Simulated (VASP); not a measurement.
Calculation: PBE GGA with D3 dispersion (zero damping), VASP's PBE PAW potentials (set 64) (plane waves; VASP 6.6.1).

VASP input:

### POSCAR
```
Li2O
1
    0.0000000000     2.2759445298     2.2759445298
    2.2759445298     0.0000000000     2.2759445298
    2.2759445298     2.2759445298     0.0000000000
Li O
2 1
Direct
  0.2500000000   0.2500000000   0.2500000000
  0.7500000000   0.7500000000   0.7500000000
  0.0000000000   0.0000000000   0.0000000000
```

### INCAR
```
PREC = Accurate
GGA = PE   ! PBE
SYSTEM = Li2O
SIGMA = 0.05
ICHARG = 11
ALGO = Normal   ! blocked Davidson
IVDW = 11   ! D3, zero damping
LASPH = .TRUE.
EDIFF = 1E-7
LREAL = .FALSE.   ! projection in real space or not
ISMEAR = 0   ! Gaussian
LORBIT = 11
LCHARG = .FALSE.
NELM = 100   ! most electronic steps
ENCUT = 520   ! plane-wave cut-off (eV)
LWAVE = .FALSE.
```

KPOINTS:
```
k-points along high-symmetry lines
15
Line-mode
Reciprocal
  0.000000   0.000000   0.000000 ! GAMMA
  0.500000   0.000000   0.500000 ! X

  0.500000   0.000000   0.500000 ! X
  0.625000   0.250000   0.625000 ! U

  0.375000   0.375000   0.750000 ! K
  0.000000   0.000000   0.000000 ! GAMMA

  0.000000   0.000000   0.000000 ! GAMMA
  0.500000   0.500000   0.500000 ! L

  0.500000   0.500000   0.500000 ! L
  0.500000   0.250000   0.750000 ! W

  0.500000   0.250000   0.750000 ! W
  0.500000   0.000000   0.500000 ! X
```

POTCAR, in this order: Li_sv O (PBE.64 set). Program: vasp_std. Read from the step before: CHGCAR.

The run wrote:

**OSZICAR**
```
       N       E                     dE             d eps       ncg     rms          rms(c)
DAV:   1     0.395984177865E+02    0.39598E+02   -0.62398E+03  1824   0.130E+03
DAV:   2    -0.889559628117E+01   -0.48494E+02   -0.45539E+02  2176   0.224E+02
DAV:   3    -0.136227001977E+02   -0.47271E+01   -0.47061E+01  3064   0.581E+01
DAV:   4    -0.137245119832E+02   -0.10181E+00   -0.10174E+00  2354   0.813E+00
DAV:   5    -0.137252871428E+02   -0.77516E-03   -0.77510E-03  2618   0.638E-01
DAV:   6    -0.137252937679E+02   -0.66251E-05   -0.66249E-05  2366   0.460E-02
DAV:   7    -0.137252938501E+02   -0.82169E-07   -0.82278E-07  2642   0.409E-03
   1 F= -.14328064E+02 E0= -.14328064E+02  d E =-.347683E-21
```

OUTCAR:
```
 val. band max:        1.5808328689   @ k =   0.0000   0.0000   0.0000

 cond. band min:       6.6378389458   @ k =   0.5000   0.0000   0.5000



 k-point     1 :       0.0000    0.0000    0.0000
  band No.  band energies     occupation
      1     -41.3325      2.00000
      2     -40.9526      2.00000
      3     -13.9404      2.00000
      4       1.5808      2.00000
      5       1.5808      2.00000
      6       1.5808      2.00000
      7       7.1927      0.00000
      8      13.7696      0.00000
      9      13.7696      0.00000
     10      13.7696      0.00000

 k-point     2 :       0.0357    0.0000    0.0357
  band No.  band energies     occupation
      1     -41.3307      2.00000
      2     -40.9539      2.00000
      3     -13.9370      2.00000
      4       1.5422      2.00000
      5       1.5596      2.00000
      6       1.5596      2.00000
      7       7.2390      0.00000
      8      13.7832      0.00000
      9      13.7832      0.00000
     10      13.8085      0.00000

 k-point     3 :       0.0714    0.0000    0.0714
  band No.  band energies     occupation
      1     -41.3253      2.00000
      2     -40.9579      2.00000
      3     -13.9269      2.00000
      4       1.4333      2.00000
      5       1.4977      2.00000
      6       1.4977      2.00000
      7       7.3691      0.00000
      8      13.8246      0.00000
      9      13.8247      0.00000
     10      13.9242      0.00000

 k-point     4 :       0.1071    0.0000    0.1071
  band No.  band energies     occupation
      1     -41.3164      2.00000
      2     -40.9642      2.00000
      3     -13.9106      2.00000
      4       1.2719      2.00000
      5       1.3995      2.00000
      6       1.3995      2.00000
      7       7.5531      0.00000
      8      13.8955      0.00000
      9      13.8955      0.00000
     10      14.1144      0.00000

 k-point     5 :       0.1429    0.0000    0.1429
  band No.  band energies     occupation
...
```

The density is held fixed in this step, so its total energy and stress have no physical meaning.

The compound is Li2O in the antifluorite structure. It was relaxed first.
